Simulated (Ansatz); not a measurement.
**Band structure of InP**

```
In P
1.0
     0.00000    2.85500    2.85500
     2.85500    0.00000    2.85500
     2.85500    2.85500    0.00000
In P
1 1
Direct
  0.00000 0.00000 0.00000
  0.50000 0.50000 0.50000
```

Atom numbers follow the list: In1, P2.

The geometry is COD entry 1538565, unchecked; take it as a test cell.

No spin–orbit coupling, which matters for the heavy atoms here.

Method: DFT, PBEsol, all-electron LAPW, scalar-relativistic in Ansatz 0.2.0.

The runs use a Γ-centred 11×11×11 k mesh, Fermi–Dirac smearing of 0.03 eV, basis error target 0.25 meV/atom, no spin polarisation.

Points in fractions of the reciprocal vectors of this cell: Γ (0, 0, 0), X (0.5, 0, 0.5), U (0.625, 0.25, 0.625), K (0.375, 0.375, 0.75), L (0.5, 0.5, 0.5), W (0.5, 0.25, 0.75). The path joins them by straight lines in the order Γ–X–U–K–Γ–L–W–X; legs that retrace an earlier one aren't tabulated. Energies are in eV from the Fermi level.

(1) Metal or insulator at this level of theory?

(2) Tabulate bands 13 to 19, counted from the lowest band of the run, along the path.

Results:

(1) No gap opens: metallic or semimetallic.

(2) 
| k (1/Å) | point | band 13 | band 14 | band 15 | band 16 | band 17 | band 18 | band 19 |
| --- | --- | --- | --- | --- | --- | --- | --- | --- |
| 0.00 | Γ | -14.00 | -11.35 | -0.20 | -0.18 | -0.18 | -0.18 | 7.04 |
| 0.16 |  | -13.99 | -11.28 | -1.27 | -0.30 | -0.30 | 1.04 | 6.45 |
| 0.31 |  | -13.98 | -11.04 | -2.18 | -0.60 | -0.60 | 2.17 | 4.68 |
| 0.47 |  | -13.97 | -10.65 | -2.90 | -1.00 | -1.00 | 1.70 | 4.74 |
| 0.63 |  | -13.95 | -10.12 | -3.47 | -1.40 | -1.40 | 0.12 | 4.66 |
| 0.79 |  | -13.93 | -9.50 | -3.90 | -1.74 | -1.74 | -1.31 | 4.26 |
| 0.94 |  | -13.92 | -8.94 | -4.25 | -2.28 | -1.96 | -1.96 | 4.03 |
| 1.10 | X | -13.91 | -8.69 | -4.41 | -2.62 | -2.03 | -2.03 | 3.95 |
| 1.16 |  | -13.91 | -8.69 | -4.40 | -2.81 | -2.02 | -1.84 | 3.98 |
| 1.21 |  | -13.91 | -8.69 | -4.37 | -3.16 | -1.98 | -1.52 | 4.09 |
| 1.27 |  | -13.92 | -8.69 | -4.32 | -3.52 | -1.92 | -1.18 | 4.27 |
| 1.32 |  | -13.92 | -8.69 | -4.24 | -3.87 | -1.83 | -0.84 | 4.50 |
| 1.38 |  | -13.92 | -8.69 | -4.20 | -4.15 | -1.72 | -0.53 | 4.78 |
| 1.43 |  | -13.92 | -8.71 | -4.50 | -4.03 | -1.59 | -0.22 | 5.06 |
| 1.49 | U | -13.92 | -8.74 | -4.76 | -3.89 | -1.43 | 0.07 | 5.31 |
| 1.59 |  | -13.92 | -8.77 | -4.87 | -3.75 | -1.63 | 0.52 | 5.32 |
| 1.68 |  | -13.92 | -8.79 | -4.97 | -3.48 | -2.09 | 1.27 | 4.79 |
| 1.78 |  | -13.92 | -8.81 | -5.02 | -3.15 | -2.53 | 1.94 | 4.12 |
| 1.87 |  | -13.92 | -8.81 | -5.02 | -3.15 | -2.53 | 1.94 | 4.12 |
| 1.97 |  | -13.92 | -8.79 | -4.97 | -3.48 | -2.09 | 1.27 | 4.79 |
| 2.07 |  | -13.92 | -8.77 | -4.87 | -3.75 | -1.63 | 0.52 | 5.32 |
| 2.16 | K | -13.92 | -8.74 | -4.76 | -3.89 | -1.43 | 0.07 | 5.31 |
| 2.33 |  | -13.94 | -8.99 | -5.20 | -3.38 | -0.87 | 0.92 | 5.34 |
| 2.50 |  | -13.95 | -9.48 | -5.09 | -2.74 | -0.24 | 1.82 | 4.43 |
| 2.66 |  | -13.96 | -10.06 | -4.54 | -2.03 | 0.23 | 2.84 | 3.90 |
| 2.83 |  | -13.96 | -10.60 | -3.69 | -1.31 | 0.31 | 3.03 | 4.03 |
| 3.00 |  | -13.98 | -11.01 | -2.63 | -0.71 | 0.11 | 2.08 | 5.32 |
| 3.16 |  | -13.99 | -11.27 | -1.43 | -0.32 | -0.10 | 1.01 | 6.48 |
| 3.33 | Γ | -14.00 | -11.35 | -0.20 | -0.18 | -0.18 | -0.18 | 7.04 |
| 3.47 |  | -14.00 | -11.30 | -1.23 | -0.18 | -0.18 | 0.77 | 6.54 |
| 3.60 |  | -13.99 | -11.13 | -2.30 | -0.15 | -0.15 | 1.58 | 5.81 |
| 3.74 |  | -13.98 | -10.85 | -3.37 | -0.10 | -0.10 | 2.15 | 5.23 |
| 3.87 |  | -13.96 | -10.49 | -4.37 | -0.03 | -0.03 | 2.42 | 4.51 |
| 4.01 |  | -13.95 | -10.08 | -5.26 | 0.06 | 0.06 | 2.44 | 3.91 |
| 4.15 |  | -13.94 | -9.71 | -5.92 | 0.13 | 0.13 | 2.39 | 3.52 |
| 4.28 | L | -13.94 | -9.55 | -6.18 | 0.16 | 0.16 | 2.36 | 3.39 |
| 4.39 |  | -13.94 | -9.51 | -6.14 | -0.21 | 0.04 | 2.64 | 2.93 |
| 4.51 |  | -13.94 | -9.41 | -6.01 | -0.95 | -0.35 | 2.41 | 3.02 |
| 4.62 |  | -13.93 | -9.24 | -5.80 | -1.71 | -0.98 | 2.14 | 3.31 |
| 4.73 |  | -13.93 | -9.05 | -5.50 | -2.40 | -1.71 | 2.05 | 3.61 |
| 4.84 |  | -13.92 | -8.85 | -5.13 | -2.95 | -2.45 | 2.06 | 3.92 |
| 4.95 |  | -13.92 | -8.71 | -4.71 | -3.31 | -3.10 | 2.08 | 4.19 |
| 5.06 | W | -13.91 | -8.65 | -4.46 | -3.44 | -3.44 | 2.09 | 4.31 |
| 5.14 |  | -13.91 | -8.65 | -4.41 | -3.68 | -3.18 | 1.77 | 4.66 |
| 5.22 |  | -13.91 | -8.66 | -4.28 | -3.89 | -2.91 | 1.11 | 5.42 |
| 5.30 |  | -13.91 | -8.67 | -4.07 | -4.05 | -2.65 | 0.37 | 4.98 |
| 5.38 |  | -13.91 | -8.68 | -4.22 | -3.74 | -2.41 | -0.35 | 4.56 |
| 5.45 |  | -13.91 | -8.68 | -4.33 | -3.36 | -2.21 | -1.04 | 4.23 |
| 5.53 |  | -13.91 | -8.69 | -4.39 | -2.93 | -2.08 | -1.66 | 4.02 |
| 5.61 | X | -13.91 | -8.69 | -4.41 | -2.62 | -2.03 | -2.03 | 3.95 |
